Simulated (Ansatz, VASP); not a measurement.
# AlN: VASP beside Ansatz

```xyz
4
Lattice="3.1138 0.0000 0.0000 -1.5569 2.6966 0.0000 0.0000 0.0000 4.9833" Properties=species:S:1:pos:R:3 pbc="T T T"
Al    0.0000    1.7977   -0.0001
Al    1.5569    0.8989    2.4916
N     0.0000    1.7977    1.9037
N     1.5569    0.8989    4.3954
```

Alike in both runs: task single point; functional PBEsol; k mesh 8 × 8 × 6; no spin polarisation.

```csv
,VASP,Ansatz
version,VASP 6.6.1,Ansatz 0.2.0
potentials or method,"VASP PAW PBE potentials, release 64 (Al, N)","scalar-relativistic, plane waves, PAW"
plane-wave cutoff (eV),520,420
occupations,"gaussian, width 0.01 eV",fixed
valence electrons in the cell,16,16
```

Ansatz gave:

| Quantity | Value |
| --- | --- |
| gap on the k mesh at the Fermi level (eV) | 4.09 |
| least direct gap on the mesh (eV) | 4.09 |

Estimate VASP's values.

gap on the k mesh at the Fermi level (eV): 4.11; least direct gap on the mesh (eV): 4.11.

 A k mesh can miss the band edges.
